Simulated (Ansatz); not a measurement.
# Ti2CF2 MXene monolayer in a perpendicular field

What dipole does a perpendicular field induce in the Ti2CF2 MXene monolayer? A positive field points along +c.

Main program and level: Ansatz 0.2.0; plane-wave DFT, PBE-D3(BJ), Ansatz PAW.

Report form: the programs' logs are mostly left out.

### 1. The starting structure

The cell holds 5 atoms: 2 F, 2 Ti and 1 C. Cell: a = 3.100 Å, b = 3.100 Å, c = 39.576 Å, α = 90.0°, β = 90.0°, γ = 120.0°. Vacuum lies along c.

Structure file:

```cif
data_structure
_symmetry_space_group_name_H-M 'P 1'
_symmetry_Int_Tables_number 1
_cell_length_a 3.1002
_cell_length_b 3.1002
_cell_length_c 39.5755
_cell_angle_alpha 90.000
_cell_angle_beta 90.000
_cell_angle_gamma 120.000
_cell_volume 329.42
loop_
_atom_site_label
_atom_site_type_symbol
_atom_site_fract_x
_atom_site_fract_y
_atom_site_fract_z
_atom_site_occupancy
F1 F 0.33333 0.66667 0.44598 1
Ti2 Ti 0.66667 0.33333 0.46909 1
C3 C 0.00000 0.00000 0.50000 1
Ti4 Ti 0.33333 0.66667 0.53091 1
F5 F 0.66667 0.33333 0.55402 1
```

### 2. Relaxing the slab

The starting cell is a guess, so the in-plane lattice and the atoms are relaxed first, with the slab cut off from its images along the normal.

The input, input.yaml:

```yaml
crystal:
  lattice:
    - [3.10024, 0.0, 0.0]
    - [-1.55012, 2.6848865978, 0.0]
    - [0.0, 0.0, 39.5755009083]
  atoms:
    - { symbol: F, position: [0.3333333333, 0.6666666667, 0.4459829843] }
    - { symbol: Ti, position: [0.6666666667, 0.3333333333, 0.4690901674], spin: 1.0 }
    - { symbol: C, position: [0.0, 0.0, 0.5] }
    - { symbol: Ti, position: [0.3333333333, 0.6666666667, 0.5309098326], spin: 1.0 }
    - { symbol: F, position: [0.6666666667, 0.3333333333, 0.5540170157] }
  periodic: [true, true, false]
magnetization:
  spin_polarized: true
kpoints:
  mp_grid: { grid: [12, 12, 1] }
hamiltonian:
  xc: pbe
  dispersion: d3bj
scf:
  occupations: { method: fermi_dirac, width: 0.05 }
  convergence: { dr2_threshold: 1.0e-09 }
relax:
  f_tol: 0.004
  max_steps: 90
  cell: {}
output:
  write_potential: true
  write_density: true
  volumetric_format: npy
```

Command:

```sh
$ ansatz run input.yaml --threads 4 --pin off --max-ram 6144MiB --backend cpu --events-out ev --progress --plain --runs-dir out
```

Wall time 52 s (4 threads of Intel Xeon Platinum 8488C (Sapphire Rapids), shared host); peak memory 0.96 GiB; 3.3 min of CPU time.

Step by step:

```tsv
step	energy less that of the first step (eV)	largest force component (eV/Å)	volume (Å³)
1	0.0000	4.8324	329.42
2	-1.2297	1.2737	315.27
3	-1.3192	0.1579	310.03
4	-1.3254	0.0166	314.89
5	-1.3254	0.0044	314.99
6	-1.3254	0.0000	314.98
7*	-1.3191	0.0009	314.98
8	-1.3194	0.0000	314.60
9*	-1.3192	0.0000	314.60
```

Relaxation steps marked * repeat the geometry before them on a plane-wave basis chosen anew for their cell, so energy and pressure can jump there.

The run keeps the 12 symmetry operations that it works with, so distortions that break them were not tested.

```tsv
cell as run	before	after	change
a (Å)	3.100	3.030	-2.3 %
b (Å)	3.100	3.030	-2.3 %
```

The atoms that moved most (Å, along periodic axes as changes of fractional coordinates times the final cell, across vacuum about the mean position):

```tsv
atom	dx	dy	dz	length
F1	0.000	0.000	-0.257	0.257
F5	0.000	0.000	0.257	0.257
Ti4	0.000	0.000	-0.084	0.084
Ti2	0.000	0.000	0.084	0.084
```

The relaxed structure:

```xyz
5
Lattice="3.0297 0.0000 0.0000 -1.5149 2.6238 0.0000 0.0000 0.0000 39.5755" Properties=species:S:1:pos:R:3
F     0.0000    1.7492   17.3929
Ti    1.5149    0.8746   18.6485
C     0.0000    0.0000   19.7878
Ti    0.0000    1.7492   20.9270
F     1.5149    0.8746   22.1826
```

This step gave:

* energy at zero smearing: -6873.5588 eV

The lattice constant a goes from 3.100 to 3.030 Å.

### 3. Atoms held, field 0

A sawtooth potential applies the field, turning back in the middle of the vacuum. With the dipole correction the typed value is the field outside the slab. The induced dipole is small, so the SCF threshold is tight.

The cell differs from the one that the last finished run ended in (c 39.576 → 22.790 Å).

The input, input.yaml:

```yaml
crystal:
  lattice:
    - [3.0297104497, 0.0, 0.0]
    - [-1.5148552248, 2.6238062155, 0.0]
    - [0.0, 0.0, 22.7897370653]
  atoms:
    - { symbol: F, position: [0.3333333333, 0.6666666667, 0.3949146045] }
    - { symbol: Ti, position: [0.6666666667, 0.3333333333, 0.4500084229] }
    - { symbol: C, position: [0.0, 0.0, 0.5] }
    - { symbol: Ti, position: [0.3333333333, 0.6666666667, 0.5499915771] }
    - { symbol: F, position: [0.6666666667, 0.3333333333, 0.6050853955] }
kpoints:
  mp_grid: { grid: [18, 18, 1] }
  band_path:
    path: [[0, 0, 0], [0.5, 0, 0], [0.33333333, 0.33333333, 0], [0, 0, 0]]
    npoints: 16
hamiltonian:
  xc: pbe
  dispersion: d3bj
scf:
  occupations: { method: fermi_dirac, width: 0.02585 }
  convergence: { dr2_threshold: 1.0e-10 }
efield:
  axis: 3
  dipole_correction: true
  ramp_position: 0.97
  ramp_width: 0.06
  amplitude: 0
output:
  dos: { projected: true, e_range: [-6, 5] }
  bader: true
  write_potential: true
  write_density: true
  volumetric_format: npy
  elf: true
```

It took 13 s on 4 threads; peak memory 0.64 GiB; 50 s of CPU time.

Numbers from this step:

| Property | Result |
| --- | --- |
| energy at zero smearing | -6873.5663 eV |
| work function, upper face | 4.786 eV |
| dipole along the normal | -2.30e-8 e·Å |

Running mean over a fixed 2.7 Å (it still follows the layers) of the planar mean; the ramp of the sawtooth is left out. Electron's electrostatic potential energy less the Fermi level against z:

z (Å), electron's electrostatic potential energy less the Fermi level (eV) and a bar from the least value:
```
      3.0        4.8 ##############################
      3.5        4.8 ##############################
      4.0        4.8 ##############################
      4.5        4.8 ##############################
      5.0        4.8 ##############################
      5.5        4.8 ##############################
      6.0        4.8 ##############################
      6.5        4.8 ##############################
      7.0        4.6 ##############################
      7.5        3.5 ############################
      8.0        1.4 ########################
      8.5       -1.0 ###################
      9.0       -4.1 #############
      9.5       -7.0 #######
     10.0       -9.1 ###
     10.5      -10.0 ##
     11.0      -10.6 #
     11.5      -10.9 
     12.0      -10.3 #
     12.5       -9.8 ##
     13.0       -8.4 #####
     13.5       -5.9 ##########
     14.0       -2.8 ################
     14.5        0.1 #####################
     15.0        2.3 #########################
     15.5        4.2 #############################
     16.0        4.7 ##############################
     16.5        4.8 ##############################
     17.0        4.8 ##############################
     17.5        4.8 ##############################
     18.0        4.8 ##############################
     18.5        4.8 ##############################
     19.0        4.8 ##############################
     19.5        4.8 ##############################
```

The density of states has structure finer than the step of the table below, so its rows give means over 0.2 eV, whole bins alone (the curve runs from -6 to 1.31 eV). Peaks (eV: height): -4.57: 5.98, -3.77: 4.67, -3.68: 12.0, -3.52: 11.2, -2.99: 3.66, 0.20: 2.85.

The density of states by energy, zero at the Fermi level; means over each step:

```tsv
energy (eV)	density of states (states/eV a cell)
-5.0	0
-4.8	0.954
-4.6	3.81
-4.4	1.70
-4.2	1.50
-4.0	1.46
-3.8	3.26
-3.6	7.96
-3.4	3.12
-3.2	1.92
-3.0	2.88
-2.8	1.30
-2.6	0.118
-2.4	0
-2.2	0
-2.0	0
-1.8	0.211
-1.6	0.755
-1.4	0.816
-1.2	0.926
-1.0	1.01
-0.8	1.14
-0.6	1.31
-0.4	1.74
-0.2	1.14
0.0	1.74
0.2	1.89
0.4	1.59
0.6	1.50
0.8	1.70
1.0	1.64
1.2	1.66
```

Projected DOS per atom over height of the atomic layer and energy from the Fermi level. Layers: F Ti C Ti F from below.

Values in states/eV, 22 rows by 5 columns, each cell a mean:
```
0.04 0.74 0.05 0.74 0.04
0.05 0.74 0.06 0.74 0.05
0.05 0.70 0.05 0.70 0.05
0.05 0.90 0.04 0.90 0.05
0.04 0.59 0.05 0.59 0.04
0.05 0.64 0.06 0.64 0.05
0.04 0.48 0.05 0.48 0.04
0.03 0.40 0.04 0.40 0.03
0.03 0.34 0.02 0.34 0.03
0.00 0.06 0.00 0.06 0.00
0.00 0.00 0.00 0.00 0.00
0.00 0.02 0.03 0.02 0.00
0.07 0.41 0.88 0.41 0.07
0.05 0.49 1.04 0.49 0.05
0.21 1.18 2.99 1.18 0.21
0.24 0.61 1.39 0.61 0.24
0.06 0.31 0.74 0.31 0.06
0.21 0.48 1.40 0.48 0.21
0.08 0.12 0.42 0.12 0.08
0.00 0.00 0.00 0.00 0.00
0.00 0.00 0.00 0.00 0.00
0.00 0.00 0.00 0.00 0.00
```
Columns: height of the atomic layer (Å) from 9 to 13.8; rows upwards: energy from the Fermi level (eV) from -5.96 to 1.24.

Electronic bands along the path, in eV, zero at the Fermi level:

```tsv
point	band 18	band 19	band 20	band 21	band 22	band 23	band 24	band 25
Γ	-3.89	-2.66	-2.66	-0.04	-0.04	0.19	1.59	1.59
halfway	-4.01	-3.69	-2.92	-1.02	0.88	0.92	1.58	1.69
M	-4.77	-3.48	-2.97	-1.81	1.58	1.95	2.22	2.33
halfway	-4.70	-3.78	-3.50	-0.76	1.36	1.59	1.97	2.22
K	-4.46	-4.46	-3.50	0.42	1.02	1.02	2.00	2.00
halfway	-4.10	-3.68	-3.35	-0.29	-0.11	1.47	1.80	1.88
Γ	-3.89	-2.66	-2.66	-0.04	-0.04	0.19	1.59	1.59
```

Valence density in the ca plane at fractional y = 0.333, with atoms of Ti and F within 0.2 Å of it. It is the smooth field of the valence electrons, not physical close to the nuclei.

Ten steps, logarithmic in the rise over the least value, from '0' (0 e/Å³) to '9' (12 e/Å³), each cell a mean:
```
00000000000000001124553322222454200000000000
00000000000000000147886322124787410000000000
00000000000000000148997321125898510000000000
00000000000000000137885322124787310000000000
00000000000000001123553322222343100000000000
00000000000000012322223333332111000000000000
00000000000000012322223333442100000000000000
00000000000000012222223333332211000000000000
```
Columns run along c (16.0 Å, from fractional 0.12 to 0.83 of the cell), rows up along a (3.0 Å). Atoms in or near the plane, at fractional coordinates: Ti at (0.45, 0.67), F at (0.61, 0.67).

Electrostatic potential energy in the ca plane at fractional y = 0.333, with atoms of Ti and F within 0.2 Å of it. With pseudopotentials it is smooth inside the atoms' cores, unlike the true potential.

Values in eV, 5 rows by 16 columns, each cell a mean:
```
  5   5   5   5   5   4  -6 -28  -8  -2  -8  -8   5   5   5   5
  5   5   5   5   5   4 -12 -36 -15   1 -19 -24   5   5   5   5
  5   5   5   5   5   4  -6 -28  -8  -2  -9  -9   5   5   5   5
  5   5   5   5   5   4   0  -5  -3 -10  -6   3   5   5   5   5
  5   5   5   5   5   4   0  -4  -3 -10  -6   3   5   5   5   5
```
Columns run along c (16.0 Å, from fractional 0.12 to 0.83 of the cell; values clipped at the 3rd and 97th percentile), rows up along a (3.0 Å). Atoms in or near the plane, at fractional coordinates: Ti at (0.45, 0.67), F at (0.61, 0.67).

ELF in the ca plane at fractional y = 0.333, with atoms of Ti and F within 0.2 Å of it. It is the smooth field of the valence electrons, not physical close to the nuclei.

Ten even steps from '0' (0.00) to '9' (0.81), each cell a mean:
```
00000000000000000001102553354211698741000000
00000000000000000000017656223215999963000000
00000000000000000000027226312116968973100000
00000000000000000000016666223214999962000000
00000000000000000012212442354211588631000000
00000000000000000135641125774221022100000000
00000000000000000146762147884232000000000000
00000000000000000135531124774211123210000000
```
Columns run along c (16.0 Å, from fractional 0.07 to 0.77 of the cell), rows up along a (3.0 Å). Atoms in or near the plane, at fractional coordinates: Ti at (0.45, 0.67), F at (0.61, 0.67).

The work function of the upper face is 4.79 eV.

### 4. Single point, field 0.1 V/Å

Changes to input.yaml since step 3:

```diff
@@ -27,6 +27,4 @@
   ramp_width: 0.06
-  amplitude: 0
+  amplitude: 0.1
 output:
-  dos: { projected: true, e_range: [-6, 5] }
-  bader: true
   write_potential: true
@@ -34,2 +32 @@
   volumetric_format: npy
-  elf: true
```

Elapsed: 5.5 s, on 4 threads; peak memory 0.61 GiB; 21 s of CPU time.

The dipole is 0.0221 e·Å.

### 5. Atoms held, field -0.1 V/Å

Changes to input.yaml since step 4:

```diff
@@ -27,3 +27,3 @@
   ramp_width: 0.06
-  amplitude: 0.1
+  amplitude: -0.1
 output:
```

It took 5.5 s on 4 threads; peak memory 0.57 GiB.

The dipole is -0.0221 e·Å.

### 6. Atoms held, field 0.2 V/Å

Changes to input.yaml since step 5:

```diff
@@ -27,3 +27,3 @@
   ramp_width: 0.06
-  amplitude: -0.1
+  amplitude: 0.2
 output:
```

Elapsed: 5.7 s, on 4 threads; peak memory 0.59 GiB.

The dipole is 0.0443 e·Å.

### 7. Atoms held, field -0.2 V/Å

Changes to input.yaml since step 6:

```diff
@@ -27,3 +27,3 @@
   ramp_width: 0.06
-  amplitude: 0.2
+  amplitude: -0.2
 output:
```

Elapsed: 5.7 s, on 4 threads; peak memory 0.6 GiB; 22 s of CPU time.

The dipole is -0.0443 e·Å.

### 8. Atoms held, field 0.35 V/Å

Changes to input.yaml since step 7:

```diff
@@ -27,4 +27,6 @@
   ramp_width: 0.06
-  amplitude: -0.2
+  amplitude: 0.35
 output:
+  dos: { projected: true, e_range: [-6, 5] }
+  bader: true
   write_potential: true
@@ -32 +34,2 @@
   volumetric_format: npy
+  elf: true
```

Elapsed: 14 s, on 4 threads; peak memory 0.61 GiB; 54 s of CPU time.

The dipole is 0.0775 e·Å.

### 9. Response, atoms held

This step: plane-wave DFT, PBE-D3(BJ), Ansatz PAW; response to a field along the normal, atoms held (Ansatz 0.2.0).

The dipoles give the slope, and the difference of two potentials shows where the field is screened.

This step gave:

```yaml
equivalent_conductor_thickness_p_eps_0ae: 5.040 Å
distance_between_the_outer_atoms: 4.790 Å
```

Table of dipole of the cell by applied field:

```tsv
applied field (V/Å)	dipole of the cell (e·Å)
-0.200	-0.0443
-0.100	-0.0221
0.000	0
0.100	0.0221
0.200	0.0443
0.350	0.0775
```

Local field over the applied field, running mean. From the potentials at -0.1 and 0.1 V/Å; running mean over 2.5 Å. Table of local field over applied field by z:

```tsv
z (Å)	local field over applied field
4.5	1.000
5.0	1.000
5.5	0.999
6.0	0.996
6.5	0.985
7.0	0.950
7.5	0.865
8.0	0.740
8.5	0.598
9.0	0.450
9.5	0.300
10.0	0.186
10.5	0.109
11.0	0.0597
11.5	0.0437
12.0	0.0781
12.5	0.138
13.0	0.228
13.5	0.361
14.0	0.513
14.5	0.658
15.0	0.796
15.5	0.907
16.0	0.970
16.5	0.992
17.0	0.998
17.5	0.999
18.0	1.000
18.5	1.000
```

The induced electron density oscillates, so the rows of the table below give means over windows of 0.5 Å about each position, cut where the curve ends. Its maxima inside the range that stand out by 2 % of the span (Å: e/Å³ per V/Å): 8.40: 0.00344, 9.12: 0.00186, 10.26: 0.00191, 13.25: -7.7e-5, 13.96: -0.00143. Its minima: 8.83: 0.00143, 9.54: 7.7e-5, 12.53: -0.00191, 13.67: -0.00186, 14.39: -0.00344.

Electrons, planar mean, per unit field. Induced electron density against z; means over each step:

z (Å), induced electron density (e/Å³ per V/Å) and a bar from the least value:
```
      4.5    0.00000 ###############
      5.0    0.00000 ###############
      5.5    0.00000 ###############
      6.0    0.00001 ###############
      6.5    0.00006 ###############
      7.0    0.00021 ################
      7.5    0.00075 ###################
      8.0    0.00212 ##########################
      8.5    0.00294 ##############################
      9.0    0.00164 #######################
      9.5    0.00049 ##################
     10.0    0.00132 ######################
     10.5    0.00120 #####################
     11.0    0.00044 #################
     11.5   -0.00011 ###############
     12.0   -0.00067 ############
     12.5   -0.00160 #######
     13.0   -0.00070 ############
     13.5   -0.00107 ##########
     14.0   -0.00198 #####
     14.5   -0.00301 
     15.0   -0.00144 ########
     15.5   -0.00044 #############
     16.0   -0.00012 ###############
     16.5   -0.00003 ###############
     17.0   -0.00001 ###############
     17.5    0.00000 ###############
     18.0    0.00000 ###############
     18.5    0.00000 ###############
```

By hand: between -0.1 and 0.1 V/Å the dipole changes by 0.04428 e·Å, a slope of 0.2214 e·Å²/V. A perfect conductor of thickness t has p = ε₀AEt, so t = 180.95 × 0.2214 / 7.949 = 5.04 Å (e/ε₀ = 180.95 V·Å, A in Å²).

The induced dipole is that of a conductor 5.04 Å thick.

### 10. Relaxing in the field, field 0.1 V/Å

This step: plane-wave DFT, PBE-D3(BJ), Ansatz PAW (Ansatz 0.2.0).

Now the atoms may follow the field. A weak field makes forces of meV/Å to tens of meV/Å, so the force tolerance is set well below the usual one.

input.yaml, the sections that differ from step 8:

```yaml
kpoints:
  mp_grid: { grid: [12, 12, 1] }
efield:
  axis: 3
  dipole_correction: true
  ramp_position: 0.97
  ramp_width: 0.06
  amplitude: 0.1
relax:
  f_tol: 0.001
  max_steps: 60
output:
  write_potential: true
  write_density: true
  volumetric_format: npy
# crystal, hamiltonian, scf: as in step 8
```

Elapsed: 5.8 s, on 4 threads; peak memory 0.55 GiB.

No atom moved by 0.005 Å in the relaxation.

This step gave:

* energy at zero smearing: -6873.5601 eV
* dipole along the normal: 0.02441 e·Å

The relaxation took 4 steps and lowered the energy by 1.1e-4 eV; the largest force on the free atoms ends at 5.5e-4 eV/Å.

The dipole is 0.0244 e·Å.

### 11. Field on, atoms free, field -0.1 V/Å

The opposite sign, again from the field-free geometry; the difference of the two cancels what relaxes without a field.

Changes to input.yaml since step 10:

```diff
@@ -24,3 +24,3 @@
   ramp_width: 0.06
-  amplitude: 0.1
+  amplitude: -0.1
 relax:
```

It took 5.8 s on 4 threads; peak memory 0.54 GiB; 21 s of CPU time.

No atom moved by 0.005 Å in the relaxation.

Numbers from this step:

```
dipole along the normal : -0.02441 e·Å
```

The relaxation took 4 steps and lowered the energy by 1.1e-4 eV; the largest force on the free atoms ends at 5.5e-4 eV/Å.

The dipole is -0.0244 e·Å.

(Part 1 of 2 ends here.)

[Logs are printed without paths, hosts, clocks, repeated set-up lines and the standing remarks that a program may print on its own settings, such as how far it seeks lower states.]

[Hosts, paths, dates, database ids (printed as entryN), source tags and the programs' standing remarks are cut or masked in the printed files.]

[Maps of the electrostatic potential energy from Ansatz leave out the sawtooth potential of an applied field or a dipole correction, so their vacuum need not be flat; planar profiles and work functions include it.]

[The density of states shown here was stored with 400 of the rows of the run's finer table, so its peaks can read low, often by over a quarter, or be missed, and its means over a window can be off by a tenth or more.]
